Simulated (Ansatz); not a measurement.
A (110) slab of Al₂Cu (I4/mcm (No. 140)), 11 planes, outer planes Al (top) and Al (bottom), with 16 atoms (Al10Cu6) in a surface cell of A = 20.459 Å², as cut from the bulk:

```yaml
crystal:
  lattice:
    - [4.82785, 0.00000, 0.00000]
    - [-2.41392, 4.23776, 0.00000]
    - [0.00000, 0.00000, 25.01265]
  atoms:
    - { symbol: Al, position: [0.75000, 0.50000, 0.29985] }
    - { symbol: Cu, position: [0.75000, 0.00000, 0.33058] }
    - { symbol: Cu, position: [0.25000, 0.00000, 0.33058] }
    - { symbol: Al, position: [0.25000, 0.50000, 0.36130] }
    - { symbol: Al, position: [0.90932, 0.81864, 0.41529] }
    - { symbol: Al, position: [0.59068, 0.18136, 0.41529] }
    - { symbol: Al, position: [0.25000, 0.50000, 0.46927] }
    - { symbol: Cu, position: [0.25000, 0.00000, 0.50000] }
    - { symbol: Cu, position: [0.75000, 0.00000, 0.50000] }
    - { symbol: Al, position: [0.75000, 0.50000, 0.53073] }
    - { symbol: Al, position: [0.40932, 0.81864, 0.58471] }
    - { symbol: Al, position: [0.09068, 0.18136, 0.58471] }
    - { symbol: Al, position: [0.75000, 0.50000, 0.63870] }
    - { symbol: Cu, position: [0.75000, 0.00000, 0.66942] }
    - { symbol: Cu, position: [0.25000, 0.00000, 0.66942] }
    - { symbol: Al, position: [0.25000, 0.50000, 0.70015] }
```

The calculation used DFT PBEsol, scalar-relativistic, plane waves, PAW in Ansatz. Cutoff 420 eV; k points 8×8×1 on the computed 16-atom cell (Γ-centred); Gaussian smearing, width 0.10 eV; no spin polarisation. The cell repeats along c with a dipole correction in the vacuum.

The relaxed slab holds 5 formula units of Al₂Cu and 1 further Cu. Against those formula units in the bulk and the further Cu in its standard state it lies 2.862 eV higher. The formation energy of Al₂Cu from the standard states is -0.511 eV a formula unit (uncorrected, no zero-point or thermal terms).

Problem. Over what range can the chemical potential of Cu vary, and what is the surface energy at both ends?

Solution. In contact with the bulk, μ(Cu) + 2μ(Al) is fixed. With Δμ counted from the standard states, Δμ(Cu) ≤ 0 keeps elemental Cu from forming, and Δμ(Al) ≤ 0 requires Δμ(Cu) ≥ ΔH = -0.511 eV. Other compounds of Cu and Al can narrow this range. Then γ, the mean of both faces, = [2.862 eV − 1.00·Δμ(Cu)]/(2A). At the Cu-rich end (Δμ = 0): 2.862/(2 × 20.459) × 16.02 = 1.12 J/m². At the Cu-poor end: (2.862 + 0.511)/(2 × 20.459) × 16.02 = 1.32 J/m².

Problem. How does its energy depend on growth conditions?

Solution. It carries an excess of Cu, so its energy falls by 0.39 J/m² for each eV that μ(Cu) rises: Cu-rich conditions lower it; whether it appears depends on the other terminations.